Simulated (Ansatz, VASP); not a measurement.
Two plane-wave programs on HfC

File INCAR:

```
PREC = Accurate
ENCUT = 520
EDIFF = 1E-7
ISMEAR = -1
SIGMA = 0.05
LREAL = F
LASPH = T
NELM = 100
ALGO = Normal
ISIF = 2
LWAVE = F
LCHARG = T
GGA = PE
LELF = T
LVHAR = T
NBANDS = 14
```

Contents of KPOINTS:

```
Automatic mesh
0
Gamma
  8 8 8
```

POSCAR

```
HfC
1.0
    0.0000000000      2.3250000000      2.2785000000
    2.3250000000      0.0000000000      2.2785000000
    2.3250000000      2.3250000000      0.0000000000
Hf C
1 1
Direct
    0.5000000000      0.5000000000      0.5000000000
    0.0000000000      0.0000000000      0.0000000000
```

Contents of input.yaml:

```yaml
crystal:
  lattice:
    - [0.0, 2.325, 2.2785]
    - [2.325, 0.0, 2.2785]
    - [2.325, 2.325, 0.0]
  atoms:
    - { symbol: Hf, position: [0.5, 0.5, 0.5] }
    - { symbol: C, position: [0.0, 0.0, 0.0] }
hamiltonian:
  xc: pbe
  pseudopotentials: { kind: paw }
kpoints:
  mp_grid: { grid: [8, 8, 8] }
  band_path:
    path:
      - [[0.0, 0.0, 0.0], [0.0, 0.5, 0.5], [0.2603082049, 0.5, 0.7603082049], [0.3801541025, 0.3801541025, 0.7603082049], [0.0, 0.0, 0.0], [-0.5, -0.5, 0.0], [-0.3801541025, -0.3801541025, 0.2396917951], [0.0, 0.0, 0.5], [-0.25, 0.25, 0.5], [-0.5, -0.2603082049, 0.2396917951], [-0.5, -0.5, 0.0]]
      - [[0.0, 0.5, 0.5], [-0.25, 0.25, 0.5]]
    npoints: 14
scf:
  occupations: { method: fermi_dirac, width: 0.05 }
  n_extra_bands: 6
output:
  forces: true
  stress: true
  eigenvalues: true
  fatbands: false
```

Alike in both runs: functional PBE; k mesh 8 × 8 × 8; occupations fermi-dirac, width 0.05 eV; no spin polarisation.

|  | VASP | Ansatz |
| --- | --- | --- |
| version | VASP 6.6.1 | Ansatz 0.2.0 |
| potentials or method | VASP PAW PBE potentials, release 64 (Hf_pv, C) | Ansatz PAW |
| plane-wave cutoff (eV) | 520 | 420 |
| valence electrons in the cell | 14 | 30 |
| task | single point | band structure |

```tsv
	VASP	Ansatz	Ansatz less VASP
gap on the k mesh at the Fermi level (eV)	none	none	-
pressure (GPa)	4.7	5.3	+0.58
largest component of the traceless stress (GPa)	5.89	5.82	-0.075
```

A gap of «none» marks a metal or a gap that the smearing closes. The functional is the same, so the differences come from potentials, cutoffs and numerics. The two sets of potentials don't hold the same shells in valence.

Caveats: spin-orbit coupling is left out, which moves the levels of the heavy elements (Ansatz). Spin-orbit coupling is left out, which matters for the levels of Hf.
